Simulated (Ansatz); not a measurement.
`CS[Si]O` + `CC(C)(C)O` → `CC(C)(C)O[Si]O` + CH₃SH  (ligand exchange at the Si–S bond)

Program: Ansatz. Geometries: PBE0-D4/def2-TZVP. ΔE: electronic, gas phase. CCSD(T)/CBS is the MP2 limit (def2-TZVPP, def2-QZVPP) plus CCSD(T) − MP2 in def2-TZVPP, frozen cores. This one scheme is used for every species. Functionals use def2-TZVPP. One conformer a species, not always the lowest.

`CS[Si]O`:

```xyz
8

C     0.637   -1.117    0.865
S     0.597    0.549    0.150
Si   -1.237    0.419   -0.957
O    -1.311    1.924   -1.626
H     0.641   -1.039    1.951
H     1.540   -1.626    0.533
H    -0.237   -1.691    0.549
H    -0.629    2.582   -1.466
```

`CC(C)(C)O`:

Z-matrix (Å, degrees):
```
C
C 1 1.523
H 1 1.093 2 111.3
H 1 1.092 2 110.2 3 120.5
H 1 1.095 2 110.7 3 -119.7
C 2 1.517 1 110.8 3 -61.9
C 2 1.523 1 110.7 3 61.4
O 2 1.426 1 109.7 3 -177.5
H 6 1.092 2 110.2 1 -178.1
H 6 1.092 2 110.2 1 -58.7
H 6 1.092 2 110.8 1 61.6
H 7 1.093 2 111.3 1 -61.3
H 7 1.092 2 110.2 1 178.2
H 7 1.095 2 110.7 1 58.4
H 8 0.961 2 108.1 1 -60.8
```

`CC(C)(C)O[Si]O`:

Z-matrix (Å, degrees):
```
C
C 1 1.522
H 1 1.093 2 111.2
H 1 1.092 2 109.9 3 119.7
H 1 1.093 2 111.2 3 -120.6
C 2 1.521 1 110.4 3 178.9
C 2 1.521 1 110.4 3 -58.4
O 2 1.429 1 111.6 3 60.3
H 6 1.092 2 110.7 1 61.6
H 6 1.092 2 110.4 1 -58.5
H 6 1.092 2 110.2 1 -178.2
H 7 1.092 2 110.2 1 178.2
H 7 1.092 2 110.7 1 -61.6
H 7 1.092 2 110.4 1 58.5
Si 8 1.653 2 132.0 1 0.0
O 15 1.648 8 98.9 2 -180.0
H 16 0.964 15 116.4 8 -0.0
```

CH₃SH:

```xyz
6

C     0.016    0.217   -0.440
S    -0.715   -0.192    1.160
H     0.959    0.750   -0.325
H    -0.696    0.875   -0.940
H     0.157   -0.672   -1.054
H     0.279   -0.978    1.600
```

```json
{"level": "PBE-D4", "ΔE (kJ/mol)": "-26.2"}
{"level": "PBE0-D4", "ΔE (kJ/mol)": "-29.7"}
{"level": "ωB97X-V", "ΔE (kJ/mol)": "-43.4"}
{"level": "r2SCAN", "ΔE (kJ/mol)": "-32.4"}
{"level": "PBE0", "ΔE (kJ/mol)": "-27.0"}
{"level": "HF/def2-QZVPP", "ΔE (kJ/mol)": "-50.6"}
{"level": "SCS-MP2/def2-QZVPP", "ΔE (kJ/mol)": "-43.4"}
{"level": "MP2/CBS(def2)", "ΔE (kJ/mol)": "-37.2"}
```

Q: What does CCSD(T)/CBS give? (Best estimate.)

A: The calculation gave: -39.1 kJ/mol. The listed levels differ from it by 12.9, 9.4, -4.3, 6.7, 12.1, -11.5, -4.3, 1.9 kJ/mol.

Largest T1 diagnostic among the species: 0.014.

From PBE to PBE0 (25 % exact exchange), in def2-TZVPP and without D4, ΔE moves by −3.5 kJ/mol. The D4 term adds −3.9 kJ/mol with B3LYP and −2.8 kJ/mol with PBE0; it sums over pairs of atoms, weighted by their polarisabilities, and B3LYP, whose exchange is more repulsive, gets the larger term.

B3LYP here is the variant with VWN-RPA as its local correlation; programs differ in this.

CCSD(T)/CBS has its own doubt, a few kJ/mol and more with outer-core shells, so smaller differences from it don't rank the levels.
